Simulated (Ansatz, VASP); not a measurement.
NiO: VASP beside Ansatz

```
CELL_PARAMETERS angstrom
0.00000 2.09131 2.09131
2.09131 0.00000 2.09131
2.09131 2.09131 0.00000
ATOMIC_POSITIONS crystal
Ni 0.00000 0.00000 0.00000
O 0.50000 0.50000 0.50000
```

Alike in both runs: task single point; functional LDA; k mesh 8 × 8 × 8; occupations gaussian, width 0.05 eV; collinear spin, ferromagnetic start; fixed moment 3 μB.

```csv
,VASP,Ansatz
version,VASP 6.6.1,Ansatz 0.2.0
potentials or method,"VASP PAW LDA potentials, release 64 (Ni, O)",Ansatz PAW
plane-wave cutoff (eV),520,420
valence electrons in the cell,16,24
```

Ansatz gave:

- gap on the k mesh at the Fermi level (eV): none
- pressure (GPa): 16.1
- net moment per atom (μB): 1.50
- size of the moment on the site where the two differ most (μB): 1.89

Q: Estimate VASP's values.

A: gap on the k mesh at the Fermi level (eV): none; pressure (GPa): 16.2; net moment per atom (μB): 1.50; size of the moment on the site where the two differ most (μB): 2.01.

Site moments also hang on the region over which each program counts them. A gap of «none» marks a metal or a gap that the smearing closes. The two sets of potentials don't hold the same shells in valence.

Caveats: the total moment is fixed, so each spin has its own Fermi level; a cell with one magnetic atom can't hold antiferromagnetic order, which such compounds often take; the moment is held away from its start (VASP); the pressure holds a Pulay correction of +0.9 GPa for the finite cutoff (Ansatz); the PAW data sets come from PBE, with cores solved anew for the run's functional, which leaves a small shift of forces and pressure (Ansatz); the thresholds are loose for stress (Ansatz).
